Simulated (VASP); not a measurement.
Write the native input for VASP 6.6.1 that does the following.

| Property | Result |
| --- | --- |
| Task | relaxation of cell and atoms |
| Functional | PBEsol |
| Potentials or basis | VASP PAW PBE potentials, release 64 (Ta_pv, N) |
| Cutoff | 600 eV |
| k mesh | 4 × 4 × 4 |
| Occupations | gaussian, width 0.03 eV |
| Spin | no spin polarisation |
| Further INCAR settings | LREAL = Auto; ALGO = Normal; EDIFF = 1e-06; IBRION = 2; EDIFFG = -0.01; NSW = 90; ISIF = 3 |

The structure of Ta2N3 lies in POSCAR:

```
Ta2N3
1.0
   -4.9150000000      4.9150000000      4.9150000000
    4.9150000000     -4.9150000000      4.9150000000
    4.9150000000      4.9150000000     -4.9150000000
Ta N
16 24
Direct
    0.2500000000      0.2320000000      0.9820000000
    0.7500000000      0.2680000000      0.5180000000
    0.9820000000      0.2500000000      0.2320000000
    0.5180000000      0.7500000000      0.2680000000
    0.2320000000      0.9820000000      0.2500000000
    0.2680000000      0.5180000000      0.7500000000
    0.7500000000      0.7680000000      0.0180000000
    0.2500000000      0.7320000000      0.4820000000
    0.0180000000      0.7500000000      0.7680000000
    0.4820000000      0.2500000000      0.7320000000
    0.7680000000      0.0180000000      0.7500000000
    0.7320000000      0.4820000000      0.2500000000
    0.5000000000      0.5000000000      0.5000000000
    0.5000000000      0.0000000000      0.0000000000
    0.0000000000      0.5000000000      0.0000000000
    0.0000000000      0.0000000000      0.5000000000
    0.5250000000      0.7650000000      0.5300000000
    0.7350000000      0.9950000000      0.9700000000
    0.9750000000      0.5050000000      0.2400000000
    0.7650000000      0.7350000000      0.2600000000
    0.5300000000      0.5250000000      0.7650000000
    0.9700000000      0.7350000000      0.9950000000
    0.2400000000      0.9750000000      0.5050000000
    0.2600000000      0.7650000000      0.7350000000
    0.7650000000      0.5300000000      0.5250000000
    0.9950000000      0.9700000000      0.7350000000
    0.5050000000      0.2400000000      0.9750000000
    0.7350000000      0.2600000000      0.7650000000
    0.4750000000      0.2350000000      0.4700000000
    0.2650000000      0.0050000000      0.0300000000
    0.0250000000      0.4950000000      0.7600000000
    0.2350000000      0.2650000000      0.7400000000
    0.4700000000      0.4750000000      0.2350000000
    0.0300000000      0.2650000000      0.0050000000
    0.7600000000      0.0250000000      0.4950000000
    0.7400000000      0.2350000000      0.2650000000
    0.2350000000      0.4700000000      0.4750000000
    0.0050000000      0.0300000000      0.2650000000
    0.4950000000      0.7600000000      0.0250000000
    0.2650000000      0.7400000000      0.2350000000
```

The cell was built by a generator and needn't be a form met in nature.

The input as run:

INCAR

```
SYSTEM = Ta2N3
ALGO = Normal ; EDIFF = 1E-6
EDIFFG = -0.01 ; ENCUT = 600
GGA = PS ; IBRION = 2
ISIF = 3 ; ISMEAR = 0
KPAR = 8 ; LASPH = .True.
LCHARG = .False. ; LREAL = Auto
LWAVE = .False. ; NELM = 80
NSW = 90 ; PREC = Accurate
SIGMA = 0.03
```

KPOINTS

```
k-points
0
Gamma
  4 4 4
  0 0 0
```

Potentials or basis: VASP PAW PBE potentials, release 64 (Ta_pv, N).

The run is started by

```console
$ cat potpaw_PBE.64/Ta_pv/POTCAR potpaw_PBE.64/N/POTCAR > POTCAR
$ mpirun -np 8 vasp_std > vasp.out
```

It gave:

```json
{
 "Relaxed volume": "11.51 Å³/atom",
 "Relaxed cell": "a = 8.424 Å, b = 8.424 Å, c = 8.424 Å, α = 109.47°, β = 109.47°, γ = 109.47°",
 "Space group after relaxing (to 0.05 Å)": "Ia-3 (No. 206)",
 "Energy gained by relaxing": "134.8 meV/atom",
 "Ionic steps": "20",
 "Pressure after relaxing": "0.0 GPa",
 "Largest force after relaxing": "0.005 eV/Å",
 "Band gap on the k mesh": "none (metal or under the smearing width)"
}
```

Caveat: the PAW data sets were made with another functional, which shifts forces and pressure a little.

Wall time 43 min on 8 MPI ranks on Intel(R) Xeon(R) 6975P-C (Granite Rapids) (shared host), peak memory 1.2 GiB a rank.
